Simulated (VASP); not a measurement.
HfS2:

```
CELL_PARAMETERS angstrom
3.63966 0.00000 0.00000
-1.81983 3.15204 0.00000
0.00000 0.00000 6.05556
ATOMIC_POSITIONS crystal
Hf 0.00000 0.00000 0.00000
S 0.66667 0.33333 0.76395
S 0.33333 0.66667 0.23605
```

The cell is a database's computed one.

- Program: VASP 6.6.1
- Task: relaxation of cell and atoms
- Functional: rev-vdW-DF2
- Potentials or basis: VASP PAW PBE potentials, release 64 (Hf_pv, S)
- Cutoff: 600 eV
- k mesh: 9 × 9 × 5
- Occupations: gaussian, width 0.03 eV
- Spin: no spin polarisation

At the start: pressure -0.3 GPa; volume 23.16 Å³/atom.

**Question.** How do energy, volume and symmetry change on relaxing?

**Answer.** Over 10 steps the energy falls by 5.9 meV/atom and the volume is 21.98 Å³/atom (-5.1 %); space group P-3m1 (No. 164, to 0.05 Å).

Step by step:
```
step  energy change (eV)  largest force (eV/Å)  pressure (GPa)  volume (Å³)
   1              0.0000                0.2067           -0.30        69.47
   2             -0.0047                0.1408           -0.21        69.04
   3             -0.0067                0.0531           -0.10        68.48
   4             -0.0096                0.0500           -0.06        68.07
   5             -0.0157                0.0399            0.10        66.83
   6             -0.0124                0.0062            0.67        64.36
   7             -0.0173                0.0473            0.31        66.03
   8             -0.0173                0.0439            0.35        65.81
   9             -0.0107                0.2466           -1.72        66.62
  10             -0.0176                0.0027            0.02        65.94
```

Final structure:
```yaml
crystal:
  lattice:
    - [3.61381, 0.00000, 0.00000]
    - [-1.80690, 3.12965, 0.00000]
    - [0.00000, 0.00000, 5.83011]
  atoms:
    - { symbol: Hf, position: [0.00000, 0.00000, 0.00000] }
    - { symbol: S, position: [0.66667, 0.33333, 0.75070] }
    - { symbol: S, position: [0.33333, 0.66667, 0.24930] }
```

Caveat: the PAW data sets were made with another functional, which shifts forces and pressure a little.
